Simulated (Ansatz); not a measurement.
# TiO2 (Baddeleyite): the cost of one run

Method: DFT, PBE, plane-wave PAW, default files, scalar-relativistic, in Ansatz 0.2.0.

### Step 1. The starting structure

The structure is monoclinic, space group P2_1/c (No. 14). Conventional cell: a = 4.589 Å, b = 4.849 Å, c = 4.736 Å, α = 90.00°, β = 98.60°, γ = 90.00°. Ti (site symmetry 1) is surrounded by 6 O at 1.82 to 2.11 Å. O (site symmetry 1) is surrounded by 2 Ti at 1.92 to 1.93 Å. O (site symmetry 1) has 4 Ti at 1.82 to 2.11 Å as nearest neighbours.

Coordinates:

```
Ti O
1.0
     4.58900    0.00000    0.00000
     0.00000    4.84900    0.00000
    -0.70820    0.00000    4.68275
Ti O
4 8
Direct
  0.30900 0.04500 0.21800
  0.69100 0.54500 0.28200
  0.69100 0.95500 0.78200
  0.30900 0.45500 0.71800
  0.05600 0.34700 0.28200
  0.94400 0.84700 0.21800
  0.94400 0.65300 0.71800
  0.05600 0.15300 0.78200
  0.42500 0.72700 0.46300
  0.57500 0.22700 0.03700
  0.57500 0.27300 0.53700
  0.42500 0.77300 0.96300
```

The earlier run gave: gap on the mesh 1.24 eV, largest force 5.965 eV/Å, pressure 33.6 GPa.

The printed gradients, by site:

| site | atoms | first shell | V_zz (10²¹ V/m²) | η | C_Q (MHz) |
| --- | --- | --- | --- | --- | --- |
| Ti | 1, 2, 3, 4 | 7 O at 1.82–2.27 Å | 8.19 | 0.68 | 48.9 (⁴⁹Ti) |
| O5 | 5, 6, 7, 8 | 3 Ti at 1.92–2.27 Å; also 3 Ti at 3.07–3.29 Å | 3.90 | 0.90 | -2.41 (¹⁷O) |
| O9 | 9, 10, 11, 12 | 4 Ti at 1.82–2.11 Å | 2.85 | 0.12 | -1.77 (¹⁷O) |

V_zz is the principal component of the electric field gradient with the largest magnitude, η = (V_xx − V_yy)/V_zz and C_Q = eQV_zz/h. Quadrupole moments are those of Pyykkö's year-2017 table.

### Step 2. Z stretched by -3 %, ions relaxed

File input.yaml:

```yaml
crystal:
  lattice:
    - [4.589, 0.0, 0.0]
    - [0.0, 4.849, 0.0]
    - [-0.7081993865, 0.0, 4.542267714]
  atoms:
    - { symbol: Ti, position: [0.2789943989, 0.046551561, 0.2112229557] }
    - { symbol: Ti, position: [0.7210056011, 0.546551561, 0.2887770443] }
    - { symbol: Ti, position: [0.7210056011, 0.953448439, 0.7887770443] }
    - { symbol: Ti, position: [0.2789943989, 0.453448439, 0.7112229557] }
    - { symbol: O, position: [0.0855917885, 0.3732413166, 0.3028118073] }
    - { symbol: O, position: [0.9144082115, 0.8732413166, 0.1971881927] }
    - { symbol: O, position: [0.9144082115, 0.6267586834, 0.6971881927] }
    - { symbol: O, position: [0.0855917885, 0.1267586834, 0.8028118073] }
    - { symbol: O, position: [0.4338385079, 0.7639177056, 0.4895583134] }
    - { symbol: O, position: [0.5661614921, 0.2639177056, 0.0104416866] }
    - { symbol: O, position: [0.5661614921, 0.2360822944, 0.5104416866] }
    - { symbol: O, position: [0.4338385079, 0.7360822944, 0.9895583134] }
kpoints:
  mp_grid: { grid: [7, 6, 7] }
scf:
  occupations: { method: fermi_dirac, width: 0.02 }
hamiltonian:
  xc: pbe
  pseudopotentials: { kind: paw }
output:
  forces: true
  stress: true
  populations: true
  efg:
    quadrupole_moments_barn: { Ti: 0.247, O: -0.02558 }
    contact_densities: true
relax:
  f_tol: 0.02
  max_steps: 60
```

Launch:

```console
$ ansatz run input.yaml --threads 4 --pin off --max-ram 8192MiB --backend cpu --events-out ev --progress --plain --runs-dir out
```

What time and memory should one allow on 4 threads of AMD EPYC 9R45 (Zen 5), shared host?

About 12 s, with a peak of 0.89 GiB.
